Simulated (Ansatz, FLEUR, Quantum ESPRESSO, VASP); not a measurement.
One calculation of Ni, 5 ways

```
CELL_PARAMETERS angstrom
0.00000 1.73757 1.73757
1.73757 0.00000 1.73757
1.73757 1.73757 0.00000
ATOMIC_POSITIONS crystal
Ni 0.00000 0.00000 0.00000
```

Alike in all runs: task band structure; functional LDA; k mesh 13 × 13 × 13; occupations fermi-dirac, width 0.05 eV; collinear spin, ferromagnetic start; no spin-orbit coupling. LDA stands for any of its common fits. Pressure is positive in compression and, in plane waves, holds the error of the finite cutoff, which Ansatz's Pulay term estimates and takes out.

```csv
program and potentials,plane-wave cutoff (eV),notes,pressure (GPa),net moment per atom (μB)
"Ansatz, Ansatz PAW",420,"potentials made for PBE, which Ansatz adapts in part; 18 valence electrons an atom on average; Pulay term of +0.11 GPa included",-10.21,0.62
"FLEUR, all-electron, FLAPW",-,-,-,0.62
"VASP, LDA PAW files Ni, 520 eV",520,10 valence electrons an atom on average,-10.14,0.62
"Quantum ESPRESSO, PseudoDojo 0.4.1 SR LDA standard",1333,18 valence electrons an atom on average,-10.25,0.62
"Ansatz, all-electron LAPW, scalar-relativistic",-,-,-10.29,0.62
```

The pressure spans -10.29 (Ansatz, all-electron LAPW, scalar-relativistic) to -10.14 GPa (VASP, LDA PAW files Ni, 520 eV), with all-electron results at -10.29. All agree on the net moment per atom. The cell lies far from this level's equilibrium. The state is the one that the start led to, which needn't be the lowest.

The functional is the same throughout but for its coding, so the spread measures potentials, basis and numerics; runs on potential files found faulty are left out.
